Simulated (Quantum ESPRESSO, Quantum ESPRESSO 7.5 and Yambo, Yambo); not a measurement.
**A GW chain in Yambo: CaO (Lime)**

How does a plane-wave GW calculation on CaO (Lime) run from the first input to the gap?

Calculated with Quantum ESPRESSO 7.5 and Yambo 5.3.0; PBE and many-body steps on it, plane waves.

### 1. Starting point

Symmetry: Fm-3m, No. 225, cubic system. The conventional cell has a = 4.813 Å, b = 4.813 Å, c = 4.813 Å, α = 90.00°, β = 90.00°, γ = 90.00°. Nearest to Ca lie 6 O at 2.41 Å. Nearest to O lie 6 Ca at 2.41 Å. Farther neighbours and most contacts between anions are not listed.

The cell and positions come from the Crystallography Open Database and are kept as given unless a step says otherwise.

### 2. Ground state

This step: Quantum ESPRESSO 7.5; DFT, PBE, plane waves, norm-conserving pseudopotentials.

The ground-state density comes first.

The input, pw.in:

```
&control
  calculation = 'scf'
  prefix = 'x'
  outdir = 'o'
  pseudo_dir = 'pseudo'
/
&system
  ibrav = 0
  nat = 2
  ntyp = 2
  ecutwfc = 72.0
  nbnd = 13
  force_symmorphic = .true.
/
&electrons
  conv_thr = 1e-10
  electron_maxstep = 80
  mixing_beta = 0.5
/
ATOMIC_SPECIES
  Ca 40.078 Ca.upf
  O 15.999 O.upf
CELL_PARAMETERS angstrom
  -0.0000000000 2.4065000000 2.4065000000
  2.4065000000 -0.0000000000 2.4065000000
  2.4065000000 2.4065000000 -0.0000000000
ATOMIC_POSITIONS crystal
  Ca 0.0000000000 0.0000000000 0.0000000000
  O 0.5000000000 0.5000000000 0.5000000000
K_POINTS automatic
  8 8 8 0 0 0
```

The run is started by

```sh
$ OMP_NUM_THREADS=1 mpirun -n 4 pw.x -nk 4 -in pw.in > pw.out
```

Log:

```text
Program PWSCF v.7.5 starts

     This program is part of the open-source Quantum ESPRESSO suite
     for quantum simulation of materials; please cite
         "P. Giannozzi et al., J. Phys.:Condens. Matter 21 395502 (2009);
         "P. Giannozzi et al., J. Phys.:Condens. Matter 29 465901 (2017);
         "P. Giannozzi et al., J. Chem. Phys. 152 154105 (2020);
     in publications or presentations arising from this work. More details at
     Message from routine setup:
     using ibrav=0 with symmetry is DISCOURAGED, use correct ibrav instead

     G-vector sticks info

     bravais-lattice index     =            0
     lattice parameter (alat)  =       6.4313  a.u.
     unit-cell volume          =     188.0980 (a.u.)^3
     number of atoms/cell      =            2
     number of atomic types    =            2
     number of electrons       =        16.00
     number of Kohn-Sham states=           13
     kinetic-energy cutoff     =      72.0000  Ry
     charge density cutoff     =     288.0000  Ry
     scf convergence threshold =      1.0E-10
     mixing beta               =       0.5000
     number of iterations used =            8  plain     mixing
     Exchange-correlation= PBE
                           (   1   4   3   4   0   0   0)

     celldm(1)=   6.431314  celldm(2)=   0.000000  celldm(3)=   0.000000
     celldm(4)=   0.000000  celldm(5)=   0.000000  celldm(6)=   0.000000

     crystal axes: (cart. coord. in units of alat)
               a(1) = (  -0.000000   0.707107   0.707107 )
               a(2) = (   0.707107  -0.000000   0.707107 )
               a(3) = (   0.707107   0.707107  -0.000000 )

     reciprocal axes: (cart. coord. in units 2 pi/alat)
               b(1) = ( -0.707107  0.707107  0.707107 )
               b(2) = (  0.707107 -0.707107  0.707107 )
               b(3) = (  0.707107  0.707107 -0.707107 )
     Pseudo is Norm-conserving + core correction, Zval = 10.0
     Generated using ONCVPSP code by D. R. Hamann
     Using radial grid of 1766 points,  6 beta functions with:
     Pseudo is Norm-conserving + core correction, Zval =  6.0
     Generated using ONCVPSP code by D. R. Hamann
     Using radial grid of  936 points,  5 beta functions with:
     Ca               10.00    40.07800     Ca( 1.00)
     O                 6.00    15.99900     O ( 1.00)

     48 Sym. Ops., with inversion, found

   Cartesian axes

     site n.     atom                  positions (alat units)
         1        Ca     tau(   1) = (   0.0000000   0.0000000   0.0000000  )
         2        O      tau(   2) = (   0.7071068   0.7071068   0.7071068  )

     number of k points=    29
                       cart. coord. in units 2pi/alat
        k(    1) = (   0.0000000   0.0000000   0.0000000), wk =   0.0039062
        k(    2) = (   0.0883883   0.0883883  -0.0883883), wk =   0.0312500
        k(    3) = (   0.1767767   0.1767767  -0.1767767), wk =   0.0312500
        k(    4) = (   0.2651650   0.2651650  -0.2651650), wk =   0.0312500
        k(    5) = (  -0.3535534  -0.3535534   0.3535534), wk =   0.0156250
        k(    6) = (   0.1767767   0.0000000   0.0000000), wk =   0.0234375
        k(    7) = (   0.2651650   0.0883883  -0.0883883), wk =   0.0937500
        k(    8) = (   0.3535534   0.1767767  -0.1767767), wk =   0.0937500
        k(    9) = (  -0.2651650  -0.4419417   0.4419417), wk =   0.0937500
        k(   10) = (  -0.1767767  -0.3535534   0.3535534), wk =   0.0937500
     [... 17 further rows ...]
        k(   28) = (  -0.7071068   0.1767767  -0.0000000), wk =   0.0468750
        k(   29) = (  -0.7071068   0.3535534   0.0000000), wk =   0.0234375

     Dense  grid:    15593 G-vectors     FFT dimensions: (  36,  36,  36)

     Initial potential from superposition of free atoms

     starting charge      15.9951, renormalised to      16.0000
     Starting wfcs are    9 randomized atomic wfcs +    4 random wfcs

     per-process dynamical memory:    17.4 Mb

     Self-consistent Calculation

     iteration #  1     ecut=    72.00 Ry     beta= 0.50

     total energy              =    -110.59628114 Ry
     estimated scf accuracy    <       0.48145822 Ry

     iteration #  2     ecut=    72.00 Ry     beta= 0.50

     total energy              =    -110.71699891 Ry
     estimated scf accuracy    <       0.28800116 Ry

     iteration #  3     ecut=    72.00 Ry     beta= 0.50

     total energy              =    -110.77269322 Ry
     estimated scf accuracy    <       0.00692503 Ry

     iteration #  4     ecut=    72.00 Ry     beta= 0.50

     total energy              =    -110.77376512 Ry
     estimated scf accuracy    <       0.00027714 Ry

     iteration #  5     ecut=    72.00 Ry     beta= 0.50

     total energy              =    -110.77380243 Ry
     estimated scf accuracy    <       0.00003046 Ry

     iteration #  6     ecut=    72.00 Ry     beta= 0.50

     total energy              =    -110.77380864 Ry
     estimated scf accuracy    <       0.00000819 Ry

     iteration #  7     ecut=    72.00 Ry     beta= 0.50

     total energy              =    -110.77380992 Ry
     estimated scf accuracy    <       0.00000005 Ry

     iteration #  8     ecut=    72.00 Ry     beta= 0.50

     total energy              =    -110.77380995 Ry
     estimated scf accuracy    <       0.00000001 Ry

     iteration #  9     ecut=    72.00 Ry     beta= 0.50

     total energy              =    -110.77380995 Ry
     estimated scf accuracy    <          5.0E-10 Ry

     iteration # 10     ecut=    72.00 Ry     beta= 0.50

     End of self-consistent calculation

          k = 0.0000 0.0000 0.0000 (  1917 PWs)   bands (ev):

   -29.9286 -10.6890 -10.6890 -10.6890  -7.7191   7.7452   7.7452   7.7452
    12.4596  13.9727  13.9727  13.9727  15.4630

          k = 0.0884 0.0884-0.0884 (  1946 PWs)   bands (ev):

   -29.9141 -10.8910 -10.6968 -10.6968  -7.5069   7.2177   7.5389   7.5389
    13.1379  13.9317  14.2334  14.2334  15.8247

          k = 0.1768 0.1768-0.1768 (  1949 PWs)   bands (ev):

   -29.8789 -11.2997 -10.7156 -10.7156  -7.0718   6.2299   7.0969   7.0969
    13.9975  14.5872  14.9173  14.9173  16.6964

          k = 0.2652 0.2652-0.2652 (  1925 PWs)   bands (ev):

     [... further k-points ...]

     highest occupied, lowest unoccupied level (ev):     7.7452   11.4075

!    total energy              =    -110.77380995 Ry
     estimated scf accuracy    <          9.8E-11 Ry

     The total energy is the sum of the following terms:
     one-electron contribution =     -25.33958327 Ry
     hartree contribution      =      20.74048530 Ry
     xc contribution           =     -23.24031921 Ry
     ewald contribution        =     -82.93439277 Ry

     convergence has been achieved in  10 iterations

     XML data file, charge density, pseudopotentials, collected wavefunctions

=------------------------------------------------------------------------------=
   JOB DONE.
=------------------------------------------------------------------------------=
```

Wall time 4.7 s (4 MPI ranks of Intel Xeon 6975P-C (Granite Rapids), shared host); peak memory 0.24 GiB; 17 s of CPU time.

Numbers from this step:

| Property | Result |
| --- | --- |
| total energy | -1507.1545 eV |
| gap | 3.662 eV |
| k of the valence top | 0, 0, 0 |
| k of the conduction bottom | 0, -0.5, -0.5 |
| least direct gap | 4.037 eV |

The gap is indirect, with the least direct gap 0.37 eV higher.

### 3. Bands along the symmetry lines

The cheap functional maps the bands first; the places of the edges decide which points the dearer methods must see.

The input, pw.in:

```
&control
  calculation = 'bands'
  prefix = 'x'
  outdir = 'o'
  pseudo_dir = 'pseudo'
/
&system
  ibrav = 0
  nat = 2
  ntyp = 2
  ecutwfc = 72.0
  nbnd = 14
  force_symmorphic = .true.
/
&electrons
  conv_thr = 1e-9
  electron_maxstep = 80
  diago_full_acc = .true.
  diago_thr_init = 5e-6
/
ATOMIC_SPECIES
  Ca 40.078 Ca.upf
  O 15.999 O.upf
CELL_PARAMETERS angstrom
  -0.0000000000 2.4065000000 2.4065000000
  2.4065000000 -0.0000000000 2.4065000000
  2.4065000000 2.4065000000 -0.0000000000
ATOMIC_POSITIONS crystal
  Ca 0.0000000000 0.0000000000 0.0000000000
  O 0.5000000000 0.5000000000 0.5000000000
K_POINTS crystal
  50
  0.00000000 0.00000000 0.00000000 1
  0.06250000 0.00000000 0.06250000 1
  0.12500000 0.00000000 0.12500000 1
  0.18750000 0.00000000 0.18750000 1
  0.25000000 0.00000000 0.25000000 1
  0.31250000 0.00000000 0.31250000 1
  0.37500000 0.00000000 0.37500000 1
  0.43750000 0.00000000 0.43750000 1
  0.50000000 0.00000000 0.50000000 1
  0.51562500 0.03125000 0.51562500 1
  0.53125000 0.06250000 0.53125000 1
  0.54687500 0.09375000 0.54687500 1
  0.56250000 0.12500000 0.56250000 1
  0.57812500 0.15625000 0.57812500 1
  0.59375000 0.18750000 0.59375000 1
  0.60937500 0.21875000 0.60937500 1
  0.62500000 0.25000000 0.62500000 1
  0.37500000 0.37500000 0.75000000 1
  0.32812500 0.32812500 0.65625000 1
  0.28125000 0.28125000 0.56250000 1
  0.23437500 0.23437500 0.46875000 1
  0.18750000 0.18750000 0.37500000 1
  0.14062500 0.14062500 0.28125000 1
  0.09375000 0.09375000 0.18750000 1
  0.04687500 0.04687500 0.09375000 1
  0.00000000 0.00000000 0.00000000 1
  0.06250000 0.06250000 0.06250000 1
  0.12500000 0.12500000 0.12500000 1
  0.18750000 0.18750000 0.18750000 1
  0.25000000 0.25000000 0.25000000 1
  0.31250000 0.31250000 0.31250000 1
  0.37500000 0.37500000 0.37500000 1
  0.43750000 0.43750000 0.43750000 1
  0.50000000 0.50000000 0.50000000 1
  0.50000000 0.46875000 0.53125000 1
  0.50000000 0.43750000 0.56250000 1
  0.50000000 0.40625000 0.59375000 1
  0.50000000 0.37500000 0.62500000 1
  0.50000000 0.34375000 0.65625000 1
  0.50000000 0.31250000 0.68750000 1
  0.50000000 0.28125000 0.71875000 1
  0.50000000 0.25000000 0.75000000 1
  0.50000000 0.21875000 0.71875000 1
  0.50000000 0.18750000 0.68750000 1
  0.50000000 0.15625000 0.65625000 1
  0.50000000 0.12500000 0.62500000 1
  0.50000000 0.09375000 0.59375000 1
  0.50000000 0.06250000 0.56250000 1
  0.50000000 0.03125000 0.53125000 1
  0.50000000 0.00000000 0.50000000 1
```

Log:

```text
[banner, memory and clock lines left out]
Program PWSCF v.7.5 starts

     Atomic positions and unit cell read from directory:
     o/x.save/

     Message from routine setup:
     using ibrav=0 with symmetry is DISCOURAGED, use correct ibrav instead

     G-vector sticks info

     bravais-lattice index     =            0
     lattice parameter (alat)  =       6.4313  a.u.
     unit-cell volume          =     188.0980 (a.u.)^3
     number of atoms/cell      =            2
     number of atomic types    =            2
     number of electrons       =        16.00
     number of Kohn-Sham states=           14
     kinetic-energy cutoff     =      72.0000  Ry
     charge density cutoff     =     288.0000  Ry
     Exchange-correlation= PBE
                           (   1   4   3   4   0   0   0)

     celldm(1)=   6.431314  celldm(2)=   0.000000  celldm(3)=   0.000000
     celldm(4)=   0.000000  celldm(5)=   0.000000  celldm(6)=   0.000000

     crystal axes: (cart. coord. in units of alat)
               a(1) = (  -0.000000   0.707107   0.707107 )
               a(2) = (   0.707107  -0.000000   0.707107 )
               a(3) = (   0.707107   0.707107  -0.000000 )

     reciprocal axes: (cart. coord. in units 2 pi/alat)
               b(1) = ( -0.707107  0.707107  0.707107 )
               b(2) = (  0.707107 -0.707107  0.707107 )
               b(3) = (  0.707107  0.707107 -0.707107 )
     Pseudo is Norm-conserving + core correction, Zval = 10.0
     Generated using ONCVPSP code by D. R. Hamann
     Using radial grid of 1766 points,  6 beta functions with:
     Pseudo is Norm-conserving + core correction, Zval =  6.0
     Generated using ONCVPSP code by D. R. Hamann
     Using radial grid of  936 points,  5 beta functions with:
     Ca               10.00    40.07800     Ca( 1.00)
     O                 6.00    15.99900     O ( 1.00)

     48 Sym. Ops., with inversion, found

   Cartesian axes

     site n.     atom                  positions (alat units)
         1        Ca     tau(   1) = (   0.0000000   0.0000000   0.0000000  )
         2        O      tau(   2) = (   0.7071068   0.7071068   0.7071068  )

     number of k points=    50
                       cart. coord. in units 2pi/alat
        k(    1) = (   0.0000000   0.0000000   0.0000000), wk =   0.0400000
        k(    2) = (   0.0000000   0.0883883   0.0000000), wk =   0.0400000
        k(    3) = (   0.0000000   0.1767767   0.0000000), wk =   0.0400000
[...]
[... 38 further rows ...]
        k(   49) = (   0.0441942   0.7071068   0.0000000), wk =   0.0400000
        k(   50) = (   0.0000000   0.7071068   0.0000000), wk =   0.0400000

     Dense  grid:    15593 G-vectors     FFT dimensions: (  36,  36,  36)

     The potential is recalculated from file :
     o/x.save/charge-density

     Starting wfcs are    9 randomized atomic wfcs +    5 random wfcs

     Band Structure Calculation

     End of band structure calculation

          k = 0.0000 0.0000 0.0000 (  1917 PWs)   bands (ev):

   -29.9285 -10.6889 -10.6889 -10.6889  -7.7192   7.7451   7.7451   7.7451
    12.4596  13.9727  13.9727  13.9727  15.4631  15.4631

          k = 0.0000 0.0884 0.0000 (  1933 PWs)   bands (ev):

   -29.9235 -10.7494 -10.6974 -10.6974  -7.6447   7.4850   7.7112   7.7112
    12.6935  13.8286  14.1214  14.1214  15.5018  15.6765

          k = 0.0000 0.1768 0.0000 (  1949 PWs)   bands (ev):

   -29.9092 -10.8953 -10.7216 -10.7216  -7.4699   6.9250   7.6270   7.6270
    13.2037  13.4527  14.5343  14.5343  15.6140  16.2639

          k = 0.0000 0.2652-0.0000 (  1952 PWs)   bands (ev):

[...]
k =-0.0000 0.4419 0.0000 (  1956 PWs)   bands (ev):

[...]
k = 0.0000 0.5303-0.0000 (  1956 PWs)   bands (ev):

[...]
k = 0.0000 0.6187-0.0000 (  1952 PWs)   bands (ev):

[...]
k = 0.2210 0.7071-0.0000 (  1936 PWs)   bands (ev):

[...]
k = 0.1326 0.7071-0.0000 (  1948 PWs)   bands (ev):

[...]
k = 0.0442 0.7071 0.0000 (  1956 PWs)   bands (ev):

   -29.7987 -11.2738 -10.9194 -10.9152  -7.4688   6.4483   7.3334   7.3484
    11.4647  15.7931  16.6468  17.1292  17.2420  19.0693

          k = 0.0000 0.7071 0.0000 (  1964 PWs)   bands (ev):

   -29.7987 -11.2772 -10.9116 -10.9116  -7.4834   6.4456   7.3706   7.3706
    11.4076  15.7678  16.6137  17.2418  17.2418  18.9650

     XML data file, pseudopotentials, collected wavefunctions
```

Elapsed: 3.3 s, on 4 MPI ranks; peak memory 0.22 GiB.

This step gave:

- gap: 3.662 eV
- k of the valence top: 0, 0, 0
- k of the conduction bottom: 0.5, 0, 0.5
- least direct gap: 4.037 eV

The gap is 3.662 eV, as in the run before at this level.

The electronic bands at the labelled points (eV, zero at the top of the highest filled band; v1 is the highest filled band, c1 the lowest empty one):

| point | v4 | v3 | v2 | v1 | c1 | c2 | c3 | c4 |
| --- | --- | --- | --- | --- | --- | --- | --- | --- |
| Γ | -15.46 | 0.00 | 0.00 | 0.00 | 4.71 | 6.23 | 6.23 | 6.23 |
| halfway | -14.95 | -1.66 | -0.30 | -0.30 | 4.72 | 6.60 | 8.04 | 8.04 |
| X | -15.23 | -1.30 | -0.37 | -0.37 | 3.66 | 8.02 | 8.87 | 9.50 |
| halfway | -15.12 | -1.28 | -0.69 | -0.50 | 4.09 | 8.21 | 8.91 | 9.12 |
| U | -14.87 | -1.32 | -1.20 | -0.77 | 5.14 | 7.97 | 8.54 | 9.02 |
| jump to K | -14.87 | -1.32 | -1.20 | -0.77 | 5.14 | 7.97 | 8.54 | 9.02 |
| halfway | -14.71 | -1.79 | -0.92 | -0.55 | 6.10 | 7.02 | 7.20 | 8.02 |
| Γ | -15.46 | 0.00 | 0.00 | 0.00 | 4.71 | 6.23 | 6.23 | 6.23 |
| halfway | -14.82 | -1.52 | -0.65 | -0.65 | 6.25 | 6.84 | 7.17 | 7.17 |
| L | -14.30 | -2.61 | -1.18 | -1.18 | 7.03 | 8.33 | 8.33 | 8.49 |
| halfway | -14.58 | -2.03 | -1.11 | -1.04 | 6.74 | 6.82 | 8.73 | 8.91 |
| W | -14.86 | -1.27 | -1.05 | -1.05 | 6.31 | 6.31 | 8.36 | 9.50 |
| halfway | -15.04 | -1.25 | -0.84 | -0.66 | 4.49 | 8.25 | 8.28 | 9.38 |
| X | -15.23 | -1.30 | -0.37 | -0.37 | 3.66 | 8.02 | 8.87 | 9.50 |

The electronic bands as a text plot (rows in eV, shown from -8.0 to 7.7 only):

```
    7.4 |+   +  +++        +  +++++   ++    +++     ++      +
    6.7 |  ++ ++            ++  +++++    ++++++++++++++++  +
    6.1 |++  +             +  +++++++++++++++            +++
    5.4 |  +++            +        ++    ++                 +
    4.8 |++   ++         +           ++++                    +
    4.1 |       +++    ++                                     ++
    3.5 |          ++++                                         +
    2.8 |
    2.2 |
    1.5 |
    0.8 |
    0.2 |****                        ****
   -0.5 | *  **************   ********  *****                ****
   -1.1 |  ***     ****************        * ********************
   -1.8 |     *****        ******           ***       ***
   -2.4 |                                      *******
   -3.1 |
   -3.7 |
   -4.4 |
   -5.1 |
   -5.7 |
   -6.4 |
   -7.0 |
   -7.7 |
         Γ           X  U|K            Γ         L        W     X
```

(Continued in part 2 of 3.)

[Paths, hosts, dates, memory and timing lines, banners, echoed tables and standing remarks are left out of the program output.]

[Logs are printed without paths, hosts, clocks, repeated set-up lines and the standing remarks that a program may print on its own settings, such as how far it seeks lower states.]

[Runs of the session that timed out or met a known fault of the program may be left out.]

[Hosts, paths, dates, database ids (printed as entryN), source tags and the programs' standing remarks are cut or masked in the printed files.]
